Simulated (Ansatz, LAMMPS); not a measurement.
# Amorphous Al2O3 (175 atoms): support functions against a reference

Wanted: errors and times of a linear-scaling basis for amorphous Al2O3 (175 atoms). A setting counts as converged where the r.m.s. difference of forces stays under 1 % of the r.m.s. force.

Calculated with Ansatz 0.2.0; Kohn-Sham DFT, PBE, PAW (set soft_2), plane waves.

Measured values to set the calculation against. The density of powdered alumina glass made by anodizing aluminium was measured with a helium pycnometer at room temperature (“Structure of alumina glass”, 2022, PMC8752723): density 3.05 g/cm³; number of O about Al 4.73 (by 27Al MAS NMR).

This is a report of a sequence of runs, with the program logs left out and the cost of each run kept.

**1. The starting structure**

The cell holds 175 atoms: 70 Al and 105 O. Its edges and angles: a = 12.179 Å, b = 12.179 Å, c = 12.179 Å, α = 90.0°, β = 90.0°, γ = 90.0°. 175 atoms (70 Al, 105 O) placed at random at 3 g/cm³, melted at 5000 K for 10 ps at fixed volume with the Morse and Coulomb pair potential with partial charges (Pedone, Malavasi, Menziani, Cormack and Segre, J. Phys. Chem. B 110, 11780 (2006)). Quenched from 5000 K to 300 K at 50 K/ps and fixed volume, held 10 ps at zero pressure.

What the set-up can't give: The quench rate of 50 K/ps is orders of magnitude faster than experiment, which tends to freeze in extra defects. The network of bonds at the start is that of the classical potential that made the cell, and needn't be the one that DFT or experiment would give. Sampling is at Γ alone, for a cell whose shortest periodic width is 12 Å.

**2. The classical run that made the cell**

A classical potential supplies the starting structure, since it reaches far longer times than DFT.

This step: classical MD, Morse and Coulomb pair potential with partial charges (Pedone, Malavasi, Menziani, Cormack and Segre, J. Phys. Chem. B 110, 11780 (2006)) (LAMMPS 22 Jul 2025 - Update 4).

Contents of in.lmp:

```
# melt-quench of Al70O105
units metal
atom_style charge
boundary p p p
region box block 0 12.5485 0 12.5485 0 12.5485
create_box 2 box
mass 1 26.9815   # Al
mass 2 15.9990   # O
create_atoms 1 random 70 47849 NULL overlap 1.5 maxtry 2000
create_atoms 2 random 105 47856 NULL overlap 1.5 maxtry 2000
pair_style hybrid/overlay pedone 5.5 coul/long 8.0
pair_coeff * * coul/long
pair_coeff 1 2 pedone 0.361581 1.900442 2.164818 0.9   # Al-O
pair_coeff 2 2 pedone 0.042395 1.379316 3.618701 22   # O-O
set type 1 charge 1.8
set type 2 charge -1.2
kspace_style pppm 1.0e-4
neigh_modify delay 0 every 1 check yes
thermo_style custom step time temp pe press density
thermo_modify norm yes
timestep 0.002
thermo 100
min_style cg
minimize 1e-4 1e-4 200 2000
reset_timestep 0
velocity all create 5000 47850 mom yes dist gaussian
fix lim all nve/limit 0.05
fix lan all langevin 5000 5000 0.2 47851 zero yes
thermo 500
run 1000 post no
unfix lim
unfix lan
thermo 833
fix md all nvt temp 5000 5000 0.2
run 5000 post no
unfix md
thermo 4700
fix md all nvt temp 5000 300 0.2
run 47000 post no
unfix md
thermo 1666
fix md all npt temp 300 300 0.2 iso 0 0 2
run 5000 post no
unfix md
write_dump all custom glass.dump id type xs ys zs modify sort id
```

Launch:

```sh
$ lmp -in in.lmp -log none -nocite
```

It took 58 s on 1 thread of Arm Neoverse V1, shared host; peak memory 0.069 GiB.

**3. Plane-wave single point**

This run is the reference for what follows, at a cutoff of 420 eV.

Contents of input.yaml:

```yaml
crystal:
  lattice:
    - [12.179, 0.0, 0.0]
    - [0.0, 12.179, 0.0]
    - [0.0, 0.0, 12.179]
  atoms:
    - { symbol: Al, position: [0.15321, 0.63566, 0.50173] }
    - { symbol: Al, position: [0.26133, 0.97702, 0.84747] }
    - { symbol: Al, position: [0.2915, 0.37944, 0.92806] }
    - { symbol: Al, position: [0.34871, 0.94832, 0.63761] }
    - { symbol: Al, position: [0.98605, 0.33584, 0.96129] }
    - { symbol: Al, position: [0.83272, 0.15589, 0.30705] }
    - { symbol: Al, position: [0.63763, 0.58963, 0.7308] }
    - { symbol: Al, position: [0.05599, 0.17138, 0.36774] }
    - { symbol: Al, position: [0.91856, 0.91728, 0.3818] }
    - { symbol: Al, position: [0.75806, 0.25722, 0.93078] }
    - { symbol: Al, position: [0.92185, 0.24019, 0.74195] }
    - { symbol: Al, position: [0.11882, 0.88574, 0.53901] }
    - { symbol: Al, position: [0.11382, 0.27628, 0.57884] }
    - { symbol: Al, position: [0.06746, 0.72525, 0.90895] }
    - { symbol: Al, position: [0.25674, 0.22421, 0.26835] }
    - { symbol: Al, position: [0.90682, 0.11827, 0.543] }
    - { symbol: Al, position: [0.48607, 0.38276, 0.78916] }
    - { symbol: Al, position: [0.03654, 0.63134, 0.13069] }
    - { symbol: Al, position: [0.95059, 0.17991, 0.10796] }
    - { symbol: Al, position: [0.83272, 0.68822, 0.00795] }
    - { symbol: Al, position: [0.33657, 0.17314, 0.68004] }
    - { symbol: Al, position: [0.78103, 0.40069, 0.30836] }
    - { symbol: Al, position: [0.25523, 0.02279, 0.40515] }
    - { symbol: Al, position: [0.4283, 0.69331, 0.21616] }
    - { symbol: Al, position: [0.58382, 0.5017, 0.18322] }
    - { symbol: Al, position: [0.66833, 0.47631, 0.96131] }
    - { symbol: Al, position: [0.01412, 0.02879, 0.73003] }
    - { symbol: Al, position: [0.97274, 0.67924, 0.70272] }
    - { symbol: Al, position: [0.51755, 0.5626, 0.418] }
    - { symbol: Al, position: [0.77132, 0.77233, 0.67066] }
    - { symbol: Al, position: [0.65776, 0.2746, 0.15079] }
    - { symbol: Al, position: [0.49776, 0.601, 0.9398] }
    [... 137 atom lines left out ...]
    - { symbol: O, position: [0.01638, 0.65547, 0.57258] }
    - { symbol: O, position: [0.58189, 0.53173, 0.84909] }
    - { symbol: O, position: [0.46592, 0.43183, 0.43926] }
    - { symbol: O, position: [0.803, 0.39073, 0.84496] }
    - { symbol: O, position: [0.39552, 0.02537, 0.36642] }
    - { symbol: O, position: [0.6998, 0.38548, 0.42947] }
kpoints:
  mp_grid: { grid: [1, 1, 1] }
hamiltonian:
  xc: pbe
scf:
  occupations: { method: fixed }
output:
  forces: true
  stress: true
  populations: true
  dos:
    method: { smearing: { sigma: 0.08 } }
    de: 0.1
    projected: { site_lists: { Al: [Al], O: [O] } }
  eigenvalues: true
  write_density: true
  write_potential: true
  volumetric_format: npy
```

Launch:

```sh
$ ansatz run input.yaml --threads 4 --pin off --max-ram 8192MiB --backend cpu --events-out ev --progress --plain --runs-dir out
```

Wall time 59 s (4 threads of Arm Neoverse V1, shared host); peak memory 2.9 GiB; 3.8 min of CPU time.

Read from the output:

| Item | Value |
| --- | --- |
| free energy | -97427.3868 eV |
| free energy per atom | -556.7279 eV/atom |
| SCF cycles | 9 |
| pressure | 15.14 GPa |
| r.m.s. force component | 1.063 eV/Å |
| longest force | 5.428 eV/Å |
| Fermi energy | 6.094 eV |
| gap (highest filled to lowest empty level) | 3.676 eV |
| spilling of the projection | 0.008511 |

The r.m.s. force component of 1.1 eV/Å sets the scale for the differences below.

**4. Support functions low**

With localised support functions most steps grow linearly with size, though the diagonalisation grows faster unless the density matrix is cut; this run measures error and cost at this size.

This step: Kohn-Sham DFT, PBE, PAW (set soft_2), localised support functions (low) (Ansatz 0.2.0).

input.yaml, the sections that differ from step 3:

```yaml
scf:
  occupations: { method: fixed }
  eigensolver: { kind: { support_functions: { accuracy: low } } }
  max_iter: 150
output:
  forces: true
  eigenvalues: true
# crystal, kpoints, hamiltonian: as in step 3
```

The job ended after 3.1 min (4 threads; peak memory 5.4 GiB).

The program notes that the band table was not solved further than the SCF left it and it switched symmetry off.

Keys that differ from the reference: support_functions.accuracy = "low" and scf.max_iter = 150.

Forces differ from the reference by 0.85 meV/Å r.m.s., 0.080 % of their size, well within a tolerance of 1 %; the energy by -4.4 meV/atom. It took roughly 3.1 times the reference's time (one timing each, with unlike analyses asked), in 12 cycles against 9.

**5. Support functions medium**

With localised support functions most steps grow linearly with size, though the diagonalisation grows faster unless the density matrix is cut; this run measures error and cost at this size. Besides, the program derives a nominal cutoff of 464 eV for this run, against the reference's 420.

This step: Kohn-Sham DFT, PBE, PAW (set soft_2), localised support functions (medium) (Ansatz 0.2.0).

input.yaml, the sections that differ from step 4:

```yaml
scf:
  occupations: { method: fixed }
  eigensolver: { kind: { support_functions: { accuracy: medium } } }
  max_iter: 150
# crystal, kpoints, hamiltonian, output: as in step 4
```

Elapsed: 3.7 min, on 4 threads; peak memory 5.4 GiB.

Keys that differ from the reference: support_functions.accuracy = "medium" and scf.max_iter = 150.

Forces differ from the reference by 0.84 meV/Å r.m.s., 0.079 % of their size, well within a tolerance of 1 %; the energy by -4.4 meV/atom. It took roughly 3.8 times the reference's time (one timing each, with unlike analyses asked), in 13 cycles against 9.

**6. Support functions medium, radius 2.92 Å**

The radius confines each support function; a larger one gives more freedom and more work per atom.

input.yaml, the sections that differ from step 5:

```yaml
scf:
  occupations: { method: fixed }
  eigensolver: { kind: { support_functions: { accuracy: medium, radius: 2.92 } } }
  max_iter: 150
# crystal, kpoints, hamiltonian, output: as in step 5
```

Wall time 3 s (4 threads); peak memory 0.24 GiB.

The program refuses radii under 3.27 Å for these atoms at this level.

**7. Support functions medium, radius 3.33 Å**

The radius confines each support function; a larger one gives more freedom and more work per atom. Besides, the program derives a nominal cutoff of 464 eV for this run, against the reference's 420.

input.yaml, the sections that differ from step 6:

```yaml
scf:
  occupations: { method: fixed }
  eigensolver: { kind: { support_functions: { accuracy: medium, radius: 3.33 } } }
  max_iter: 150
# crystal, kpoints, hamiltonian, output: as in step 6
```

The job ended after 3.3 min (4 threads; peak memory 5.2 GiB; 13 min of CPU time).

Keys that differ from the reference: support_functions.accuracy = "medium", support_functions.radius = 3.33 and scf.max_iter = 150.

Forces differ from the reference by 0.88 meV/Å r.m.s., 0.082 % of their size, well within a tolerance of 1 %; the energy by -4.4 meV/atom. It took roughly 3.4 times the reference's time (one timing each, with unlike analyses asked), in 13 cycles against 9.

**8. Another setting: accuracy = "medium", basis.ecutrho_ratio = 12 and total_charge = -1**

Changed here: accuracy = "medium", basis.ecutrho_ratio = 12 and total_charge = -1.

This step: Kohn-Sham DFT, PBE, PAW (set soft_2), plane waves (Ansatz 0.2.0).

input.yaml, the sections that differ from step 7:

```yaml
scf:
  occupations: { method: fixed }
output:
  forces: true
  stress: true
  populations: true
  dos:
    method: { smearing: { sigma: 0.08 } }
    de: 0.1
    projected: { site_lists: { Al: [Al], O: [O] } }
  eigenvalues: true
accuracy: medium
basis:
  ecutrho_ratio: 12
total_charge: -1
# crystal, kpoints, hamiltonian: as in step 7
```

Elapsed: 0.06 s, on 4 threads; peak memory 0.069 GiB; 0.06 s of CPU time.

The program refused the input before any cycle.

The program's message: “Error: inconsistent input (scf.occupations.method, magnetization): a σ = 0 step fill (method: fixed, or a smearing width below the step floor) cannot realise an odd electron count (841) without a lock …”

**9. What each setting buys**

Each row is set against the plane-wave reference (Kohn-Sham DFT, PBE, PAW (set soft_2), plane waves; r.m.s. force component 1.06 eV/Å). Energies are set beside the reference only for runs with its functional, potentials and electron count. Times are for 4 threads of Arm Neoverse V1, shared host. The reference's time includes the DOS, the stress and grids, which some other runs skip.

```tsv
run	Δ force, r.m.s. (meV/Å)	share of r.m.s. force (%)	Δ energy (meV/atom)	Δ gap (eV)	cycles	time	host memory (GiB)
reference	-	-	-	-	9	59 s	2.9
support functions low	0.852	0.0802	-4.36	5.0e-4	12	3.1 min	5.4
support functions medium	0.837	0.0787	-4.36	2.0e-4	13	3.7 min	5.4
support functions medium, radius 3.33 Å	0.876	0.0824	-4.35	2.0e-4	13	3.3 min	5.2
```

**10. What the reference run shows**

The comparisons rest on this run, so its electronic structure is set out here.

Neighbours are counted within 2.23 Å (O-Al).

Length of the force by element and coordination:

```tsv
element	coordination	atoms	mean length of the force (eV/Å)	spread	least	most
Al	all	70	1.83	0.763	0.442	4.02
Al	4	51	1.88	0.787	0.764	4.02
Al	5	17	1.77	0.652	0.442	3.11
Al	6	2	0.942	0.238	0.704	1.18
O	all	105	1.53	0.828	0.309	5.43
O	2	16	1.25	0.502	0.379	2.03
O	3	87	1.60	0.868	0.309	5.43
O	4	2	1.01	0.274	0.739	1.29
```

Löwdin charges by element and coordination (they lack the spilled electrons, 0.041 e an atom on average):

```tsv
element	coordination	atoms	mean charge (e)	spread	least	most
Al	all	70	1.37	0.0328	1.3	1.44
Al	4	51	1.38	0.0263	1.31	1.44
Al	5	17	1.34	0.0188	1.31	1.37
Al	6	2	1.30	4.0e-4	1.3	1.30
O	all	105	-0.845	0.0171	-0.890	-0.800
O	2	16	-0.865	0.0167	-0.890	-0.831
O	3	87	-0.842	0.014	-0.871	-0.814
O	4	2	-0.815	0.0152	-0.830	-0.800
```

States in the cell by windows of 1 eV, zero at the Fermi level; the larger projections on atomic orbitals stand beside the total:

```tsv
from (eV)	to (eV)	total	O p	Al p	O s
-18	-17	60.3	0.4	10.1	47.3
-17	-16	40.6	0.2	5.8	33.2
-16	-15	8.9	0.1	1.2	7.3
-15	-8	0.0	0.0	0.0	0.0
-8	-7	26.8	20.4	2.0	0.5
-7	-6	56.6	43.3	5.3	1.3
-6	-5	79.7	62.9	9.6	1.8
-5	-4	92.4	76.9	10.4	1.8
-4	-3	106.7	93.8	8.7	1.6
-3	-2	107.0	98.4	5.3	1.1
-2	-1	94.8	89.4	3.0	0.8
-1	0	62.3	59.5	1.5	0.4
0	1	3.6	3.4	0.1	0.0
1	3	0.0	0.0	0.0	0.0
3	4	2.0	0.0	0.1	0.6
4	5	0.2	0.0	0.1	0.0
```

The curve was stored every 0.100 eV, coarse against its broadening of 0.08 eV, so these counts are rough.

With fixed occupations the program's Fermi level is the highest filled level; weight inside the gap is the broadening of levels at its edges.

Between -21 and -18 eV lie 100 more states.

The levels nearest the highest filled one (over half full), pooled over k-points and spins:

```tsv
level less the highest filled one (eV)	occupation
-0.235	2
-0.168	2
-0.096	2
-0.0631	2
-0.0431	2
0	2
3.68	0
5.04	0
5.17	0
5.20	0
5.39	0
5.65	0
```

Valence density in the bc plane at fractional x = 0.241, with atoms of Al and O within 0.2 Å of it. It is the smooth field of the valence electrons, not physical close to the nuclei.

Ten steps, logarithmic in the rise over the least value, from '0' (0.0 e/Å³) to '9' (6.7 e/Å³), each cell a mean:
```
9974224677532357753211110000001247
7652125899642233321111100000011235
3321124788533343210000000000011122
1221113444335776410000000001122211
2332111222236998520000111112455532
2332222332235887521001122224799742
2222234664223454321111222124799742
1111246886322211234543221123455421
2110135665322222358985323444222222
5310012332346543368986324676422356
8631000112589863246764234776423589
8631000012589963112322223454213589
5422211001356642111112444322111356
2124543210122223332125787531011232
1135665311111235665336899631123443
3234665322211247997435777421146775
3222343212221236876422343211247886
2223332112221123443222321000135654
2467753223322111112245532000012332
3589964345553211011346642100012211
2467753357865321111245532000123211
2334432346664334432223321000123222
5532211233332368864211211000011234
8864222333222479985211211000001247
```
Columns run along b (12.2 Å), rows up along c (12.2 Å). Atoms in or near the plane, at fractional coordinates: Al at (0.22, 0.27), Al at (0.02, 0.41), Al at (0.60, 0.04), Al at (0.97, 0.14), O at (0.02, 0.98), O at (0.87, 0.74), O at (0.57, 0.61), O at (0.25, 0.92), O at (0.37, 0.53), O at (0.69, 0.39), O at (0.47, 0.02), O at (0.41, 0.80), O at (0.98, 0.54).

(Continued in part 2 of 2.)

[Long decimals in the printed logs are rounded to 6 places.]

[Logs are printed without paths, hosts, clocks, repeated set-up lines and the standing remarks that a program may print on its own settings, such as how far it seeks lower states.]

[Hosts, paths, dates, database ids (printed as entryN), source tags and the programs' standing remarks are cut or masked in the printed files.]
